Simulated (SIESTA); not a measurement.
The system is Au.

```
Au
1.0
     0.00000    2.03500    2.03500
     2.03500    0.00000    2.03500
     2.03500    2.03500    0.00000
Au
1
Direct
  0.00000 0.00000 0.00000
```

```yaml
Program: SIESTA 5.4.2
Task: relaxation of cell and atoms
Functional: PBE
Potentials_or_basis: PseudoDojo 0.4 standard (PBE files)
Basis: SZ (energy shift 0.01 Ry)
Grid_cutoff: 800 Ry
Energy_shift: 0.01 Ry
k_mesh: 11 × 11 × 11
Occupations: fermi-dirac, width 0.05 eV
Spin: no spin polarisation
```

At the start: pressure 22.6 GPa; volume 16.85 Å³/atom.

Task: Where does the relaxation end?

Result: Over 5 steps the energy falls by 149.2 meV/atom and the volume is 19.39 Å³/atom (+15.0 %); space group Fm-3m (No. 225, to 0.05 Å).

Step by step:
| step | energy change (eV) | largest force (eV/Å) | pressure (GPa) | volume (Å³) |
| --- | --- | --- | --- | --- |
| 1 | 0.0000 | 0.0000 | 22.56 | 16.85 |
| 2 | -0.0686 | 0.0000 | 15.28 | 17.45 |
| 3 | -0.1318 | 0.0000 | 6.09 | 18.42 |
| 4 | -0.1488 | 0.0000 | -0.73 | 19.51 |
| 5 | -0.1492 | 0.0000 | -0.06 | 19.39 |

Final structure:
```
Au
1.0
     0.00001    2.13224    2.13224
     2.13224    0.00001    2.13224
     2.13224    2.13224    0.00001
Au
1
Direct
  0.00000 0.00000 0.00000
```

Caveat: the basis has no polarisation orbitals; short orbitals over semicore shells can move pressures by several GPa; the volume moved by over 15 % at a fixed basis, so the end points are rough; the volume moved by +15 % from the deposited cell, more than functionals usually miss; the basis of atomic orbitals isn't converged, which shifts pressures, moduli and gaps.
